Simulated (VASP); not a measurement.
# ZnO (P6_3mc) in VASP: single point with r2SCAN

Aim: the single point of ZnO with r2SCAN.

Program: VASP 6.6.1. These are calculated values, not measurements. Logs are shortened: lines on timing, memory, paths and dates and some standing lists are left out, and cuts for length are marked.

## Step 1: The cell of the first run

It takes space group P6_3mc (No. 186, hexagonal). The conventional cell has a = 3.235 Å, b = 3.235 Å, c = 5.211 Å, α = 90.00°, β = 90.00°, γ = 120.00°. Zn (site symmetry 3m) has 4 O at 1.97 to 1.98 Å as nearest neighbours. O (site symmetry 3m) has 4 Zn at 1.97 to 1.98 Å as nearest neighbours.

## Step 2: Single point, r2SCAN (cell and atoms relaxed by PAW)

File POSCAR:

```
ZnO
1.0
    3.2351951166      0.0000000000      0.0000000000
   -1.6175975583      2.8017611571      0.0000000000
    0.0000000000      0.0000000000      5.2114315742
Zn O
2 2
Direct
    0.3333333333      0.6666666667      0.4996930119
    0.6666666667      0.3333333333     -0.0003069881
    0.6666666667      0.3333333333      0.3793169881
    0.3333333333      0.6666666667      0.8793169881
```

File INCAR.step1:

```
SYSTEM = ZnO
PREC     = Accurate       ! precision mode
ENCUT    = 520            ! plane-wave cutoff, eV
ISMEAR   = -1             ! smearing method
SIGMA    = 0.1            ! smearing width, eV
LREAL    = .False.        ! projectors in reciprocal space
LASPH    = .True.         ! aspherical terms in the spheres
NELM     = 100            ! most SCF steps
NBANDS   = 26             ! bands
GGA      = PE             ! functional
ALGO     = Normal         ! electronic algorithm
EDIFF    = 1E-4           ! SCF threshold, eV
LWAVE    = .True.         ! write WAVECAR
LCHARG   = .False.        ! write CHGCAR
```

File INCAR.step2:

```
SYSTEM = ZnO
PREC     = Accurate       ! precision mode
ENCUT    = 520            ! plane-wave cutoff, eV
EDIFF    = 1E-7           ! SCF threshold, eV
ISMEAR   = -1             ! smearing method
SIGMA    = 0.1            ! smearing width, eV
LREAL    = .False.        ! projectors in reciprocal space
LASPH    = .True.         ! aspherical terms in the spheres
NELM     = 100            ! most SCF steps
ALGO     = Normal         ! electronic algorithm
ISIF     = 2              ! what is computed and relaxed
LWAVE    = .False.        ! write WAVECAR
LCHARG   = .False.        ! write CHGCAR
METAGGA  = R2SCAN         ! meta-GGA
LMIXTAU  = .True.       
NBANDS   = 26             ! bands
ISTART   = 1
```

File KPOINTS:

```
Automatic mesh
0
Gamma
  12 12 8
  0 0 0
```

Potentials or basis: VASP PAW PBE potentials, release 64 (Zn, O).

On the command line:

```console
$ cat potpaw_PBE.64/Zn/POTCAR potpaw_PBE.64/O/POTCAR > POTCAR
$ cp INCAR.step1 INCAR
$ mpirun -np 1 vasp_std > vasp.out
$ cp INCAR.step2 INCAR
$ mpirun -np 1 vasp_std > vasp.out
```

OUTCAR:

```text
SYSTEM = ZnO
   PREC = Accurate
   ENCUT = 520
   EDIFF = 1E-7
   ISMEAR = -1
   LREAL = .False.
   LASPH = .True.
   NELM = 100
   ISIF = 2
   METAGGA = R2SCAN
   ISTART = 1

 ion  position               nearest neighbor table
   1  0.333  0.667  0.500-   3 1.97   3 1.97   3 1.97   4 1.98
   2  0.667  0.333  1.000-   4 1.97   4 1.97   4 1.97   3 1.98
   3  0.667  0.333  0.379-   1 1.97   1 1.97   1 1.97   2 1.98
   4  0.333  0.667  0.879-   2 1.97   2 1.97   2 1.97   1 1.98

  LATTYP: Found a hexagonal cell.
 ALAT       =     3.2351951166
 C/A-ratio  =     1.6108554156

  Lattice vectors:

 A1 = (   3.2351951166,   0.0000000000,   0.0000000000)
 A2 = (  -1.6175975583,   2.8017611571,   0.0000000000)
 A3 = (   0.0000000000,   0.0000000000,   5.2114315742)

Analysis of symmetry for initial positions (statically):
=====================================================================
 Subroutine PRICEL returns:
 Original cell was already a primitive cell.

 Routine SETGRP: Setting up the symmetry group for a
 hexagonal supercell.

 Subroutine GETGRP returns: Found 12 space group operations
 (whereof  6 operations were pure point group operations)
 out of a pool of 24 trial point group operations.

The static configuration has the point symmetry C_3v.
 The point group associated with its full space group is C_6v.

Analysis of symmetry for dynamics (positions and initial velocities):
=====================================================================
 Subroutine PRICEL returns:
 Original cell was already a primitive cell.

 Routine SETGRP: Setting up the symmetry group for a
 hexagonal supercell.

 Subroutine GETGRP returns: Found 12 space group operations
 (whereof  6 operations were pure point group operations)
 out of a pool of 24 trial point group operations.

The dynamic configuration has the point symmetry C_3v.
 The point group associated with its full space group is C_6v.

 Subroutine INISYM returns: Found 12 space group operations
 (whereof  6 operations are pure point group operations),
 and found     1 'primitive' translations

----------------------------------------------------------------------------------------

                                     Primitive cell

  volume of cell :      47.2377

  direct lattice vectors                    reciprocal lattice vectors
     3.235195117  0.000000000  0.000000000     0.309100368  0.178459180  0.000000000
    -1.617597558  2.801761157  0.000000000     0.000000000  0.356918361  0.000000000
     0.000000000  0.000000000  5.211431574     0.000000000  0.000000000  0.191885854

  length of vectors
     3.235195117  3.235195117  5.211431574     0.356918361  0.356918361  0.191885854

  position of ions in fractional coordinates (direct lattice)
     0.333333333  0.666666667  0.499693012
     0.666666667  0.333333333  0.999693012
     0.666666667  0.333333333  0.379316988
     0.333333333  0.666666667  0.879316988

  ion indices of the primitive-cell ions
   primitive index   ion index
                 1           1
                 2           2
                 3           3
                 4           4

----------------------------------------------------------------------------------------

 KPOINTS: Automatic mesh

Automatic generation of k-mesh.
 Grid dimensions read from file:
 generate k-points for:   12   12    8

 Generating k-lattice:

  Cartesian coordinates                     Fractional coordinates (reciprocal lattice)
     0.025758364  0.014871598  0.000000000     0.083333333  0.000000000  0.000000000
     0.000000000  0.029743197  0.000000000     0.000000000  0.083333333  0.000000000
     0.000000000  0.000000000  0.023985732     0.000000000  0.000000000  0.125000000

  Length of vectors
     0.029743197  0.029743197  0.023985732

  Shift w.r.t. Gamma in fractional coordinates (k-lattice)
     0.000000000  0.000000000  0.000000000

 Subroutine IBZKPT returns following result:
 ===========================================

 Found     95 irreducible k-points:

 Following reciprocal coordinates:
            Coordinates               Weight
  0.000000  0.000000  0.000000      1.000000
  0.083333 -0.000000  0.000000      6.000000
  0.166667 -0.000000  0.000000      6.000000
  0.250000 -0.000000  0.000000      6.000000
  0.333333 -0.000000  0.000000      6.000000
  0.416667  0.000000  0.000000      6.000000
[... 16 lines left out ...]
  0.250000 -0.000000  0.125000     12.000000
  0.333333 -0.000000  0.125000     12.000000
 [... further k-points ...]
   k-points           NKPTS =     95   k-points in BZ     NKDIM =     95   number of bands    NBANDS=     26
   number of dos      NEDOS =    301   number of ions     NIONS =      4
   total plane-waves  NPLWV =  23040
   dimension x,y,z NGX =    24 NGY =   24 NGZ =   40
   dimension x,y,z NGXF=    48 NGYF=   48 NGZF=   80
   ions per type =               2   2
   NGX,Y,Z   is equivalent  to a cutoff of  12.33, 12.33, 12.76 a.u.
   NGXF,Y,Z  is equivalent  to a cutoff of  24.67, 24.67, 25.52 a.u.
 SYSTEM =  ZnO
   PREC   = accura    normal or accurate (medium, high low for compatibility)
   ISTART =      1    job   : 0-new  1-cont  2-samecut
   ICHARG =      0    charge: 1-file 2-atom 10-const
   ISPIN  =      1    spin polarized calculation?
   LNONCOLLINEAR =      F non collinear calculations
   LSORBIT =      F    spin-orbit coupling
   LASPH  =      T    aspherical Exc in radial PAW
   ENCUT  =  520.0 eV  38.22 Ry    6.18 a.u.   6.02  6.02  9.69*2*pi/ulx,y,z
   NELM   =    100;   NELMIN=  2; NELMDL=  0     # of ELM steps
   EDIFF  = 0.1E-06   stopping-criterion for ELM
   LREAL  =      F    real-space projection
   EDIFFG = 0.1E-05   stopping-criterion for IOM
   NSW    =      0    number of steps for IOM
   IBRION =     -1    ionic relax: 0-MD 1-quasi-New 2-CG
   NFREE  =      0    steps in history (QN), initial steepest desc. (CG)
   ISIF   =      2    stress and relaxation
   ISYM   =      2    0-nonsym 1-usesym 2-fastsym
   POTIM  = 0.5000    time-step for ionic-motion
   TEBEG  =    0.0;   TEEND  =   0.0 temperature during run
   PSTRESS=    0.0 pullay stress
   NELECT =      36.0000    total number of electrons
   NUPDOWN=      -1.0000    fix difference up-down
   EMIN   =  10.00;   EMAX   =-10.00  energy-range for DOS
   EFERMI =   0.00;   METHOD = LEGACY
   ISMEAR =    -1;   SIGMA  =   0.10  broadening in eV -4-tet -1-fermi 0-gaus
   EFERMI_NEDOS =   21; number of points for ismear=-14 and -15
   IALGO  =     38    algorithm
   IMIX   =      4    mixing-type and parameters
     AMIX     =   0.40;   BMIX     =  1.00
     AMIX_MAG =   1.60;   BMIX_MAG =  1.00
  volume/ion in A,a.u.               =      11.81        79.69
  Fermi-wavevector in a.u.,A,eV,Ry     =   1.495361  2.825823 30.424059  2.236105
  Thomas-Fermi vector in A             =   2.607516
   LORBIT       =      0    0 simple, 1 ext, 2 COOP (PROOUT), +10 PAW based schemes
   METAGGA = R2SCAN    functional components
   LHFCALC =     F    Hartree Fock is set to
   AEXX    =    0.0000 exact exchange contribution
   IVDW    =     0    specifies the selected vdW correction
   LEPSILON=     F    determine dielectric tensor
   LRPA    =     F    only Hartree local field effects (RPA)
 non-spin polarized calculation
  energy-cutoff  :      520.00
  volume of cell :       47.24
 maximum number of plane-waves:      1302
   NGX = 13   NGY = 13   NGZ = 19

 number of electron      36.0000015 magnetization

 Free energy of the ion-electron system (eV)
  ---------------------------------------------------
  ext. energy  EPLUGINS =         0.00000000
  ---------------------------------------------------
  free energy    TOTEN  =       -36.31744569 eV

  energy without entropy =      -36.31740993  energy(sigma->0) =      -36.31742781

 E-fermi :   1.7083     XC(G=0): -11.7064

 val. band max:        0.9186338607   @ k =   0.0000   0.0000   0.0000
 cond. band min:       2.1533492342   @ k =   0.0000   0.0000   0.0000
 fundamental gap:      1.2347153735
 Fermi energy:         1.7083343744

 k-point     1 :       0.0000    0.0000    0.0000
  band No.  band energies     occupation
      1     -18.2270      2.00000
      2     -17.5309      2.00000
      3      -4.9397      2.00000
      4      -4.9397      2.00000
      5      -4.8832      2.00000
      6      -4.8364      2.00000
[... 18 lines left out ...]
     25      16.0376      0.00000
     26      16.0378      0.00000

 k-point     2 :       0.0833   -0.0000    0.0000
  band No.  band energies     occupation
      1     -18.1899      2.00000
      2     -17.5143      2.00000
      3      -4.9834      2.00000
      4      -4.9160      2.00000
      5      -4.8569      2.00000
      6      -4.7904      2.00000
[... 18 lines left out ...]
     25      15.9820      0.00000
     26      16.1390      0.00000

 k-point     3 :       0.1667   -0.0000    0.0000
  band No.  band energies     occupation
      1     -18.0853      2.00000
      2     -17.4700      2.00000
      3      -5.0838      2.00000
      4      -4.8533      2.00000
      5      -4.8205      2.00000
      6      -4.7457      2.00000
[... 18 lines left out ...]
     25      15.8372      0.00000
     26      16.2265      0.00000

 k-point     4 :       0.2500   -0.0000    0.0000
  band No.  band energies     occupation
      1     -17.9336      2.00000
      2     -17.4140      2.00000
      3      -5.1842      2.00000
      4      -4.8384      2.00000
      5      -4.7749      2.00000
      6      -4.6454      2.00000
[... 18 lines left out ...]
     25      15.1816      0.00000
     26      16.0388      0.00000
[... 496 lines left out ...]
      1     -18.0626      2.00000
      2     -17.4940      2.00000
      3      -5.1002      2.00000
      4      -4.8723      2.00000
      5      -4.8472      2.00000
      6      -4.7739      2.00000
[... 18 lines left out ...]
     25      15.2818      0.00000
     26      16.0820      0.00000

 k-point    23 :       0.2500   -0.0000    0.1250
  band No.  band energies     occupation
      1     -17.9139      2.00000
      2     -17.4338      2.00000
      3      -5.2009      2.00000
      4      -4.8938      2.00000
      5      -4.7663      2.00000
      6      -4.6602      2.00000
[... 18 lines left out ...]
     25      15.1782      0.00000
     26      15.9587      0.00000

 k-point    24 :       0.3333   -0.0000    0.1250
  band No.  band energies     occupation
      1     -17.7513      2.00000
      2     -17.3828      2.00000
      3      -5.2464      2.00000
      4      -4.9266      2.00000
      5      -4.6967      2.00000
      6      -4.5192      2.00000
[... 18 lines left out ...]
     25      15.1987      0.00000
     26      15.9179      0.00000

 [... further k-points ...]

------------------------ aborting loop because EDIFF is reached ----------------------------------------

  FORCE on cell =-STRESS in cart. coord.  units (eV):
  Direction    XX          YY          ZZ          XY          YZ          ZX
  --------------------------------------------------------------------------------------
  -------------------------------------------------------------------------------------
  Total        0.2897182      0.2897182      0.3246420      0.0000000      0.0000000      0.0000000
  in kB        9.8264747      9.8264747     11.0109987      0.0000000      0.0000000      0.0000000
  external PRESSURE =      10.2213161 kB  Pullay stress =       0.0000000 kB

 VOLUME and BASIS-vectors are now :
 -----------------------------------------------------------------------------
  energy-cutoff  :      520.00
  volume of cell :       47.24
      direct lattice vectors                 reciprocal lattice vectors
     3.235195117  0.000000000  0.000000000     0.309100368  0.178459180  0.000000000
    -1.617597558  2.801761157  0.000000000     0.000000000  0.356918361  0.000000000
     0.000000000  0.000000000  5.211431574     0.000000000  0.000000000  0.191885854

 POSITION                                       TOTAL-FORCE (eV/Angst)
 -----------------------------------------------------------------------------------
     -0.00000      1.86784      2.60412         0.000000     -0.000000     -0.009875
      1.61760      0.93392      5.20983        -0.000000      0.000000     -0.009875
      1.61760      0.93392      1.97678        -0.000000      0.000000      0.009875
     -0.00000      1.86784      4.58250         0.000000      0.000000      0.009875
 -----------------------------------------------------------------------------------
    total drift:                                0.000001      0.000001     -0.074738

  FREE ENERGIE OF THE ION-ELECTRON SYSTEM (eV)
  ---------------------------------------------------
  free  energy   TOTEN  =       -36.3174456855 eV

  energy  without entropy=      -36.3174099311  energy(sigma->0) =      -36.31742781
```

It took 2 min on 1 thread of Intel Xeon 6975P-C (Granite Rapids), shared host; peak memory 0.23 GiB.

What came out:

```yaml
Free_energy: -36.3174 eV
Pressure: 1.0 GPa
Largest_force: 0.010 eV/Å
Band_gap_on_the_k_mesh: 1.23 eV, direct
```

Forces in eV/Å, atoms in the order of the input:
```
Zn   0.000  0.000 -0.010
Zn   0.000  0.000 -0.010
O    0.000  0.000  0.010
O    0.000  0.000  0.010
```

Levels at points of the mesh, in eV from the valence-band top:
| k point | band 15 | band 16 | band 17 | band 18 | band 19 | band 20 | band 21 | band 22 |
| --- | --- | --- | --- | --- | --- | --- | --- | --- |
| (0.00, 0.00, 0.00) | -0.82 | -0.09 | 0.00 | 0.00 | 1.23 | 5.87 | 8.83 | 13.73 |
| (0.50, 0.00, 0.00) | -2.87 | -2.34 | -1.31 | -0.87 | 6.43 | 7.36 | 8.08 | 9.32 |
| (0.00, 0.00, 0.50) | -0.40 | -0.40 | -0.40 | -0.40 | 3.94 | 3.94 | 10.83 | 10.83 |
| (0.50, 0.00, 0.50) | -1.56 | -1.56 | -1.41 | -1.41 | 6.25 | 6.25 | 9.18 | 9.18 |

Caveat: the PAW data sets were made with another functional, which shifts forces and pressure a little. A k mesh can miss the band edges.
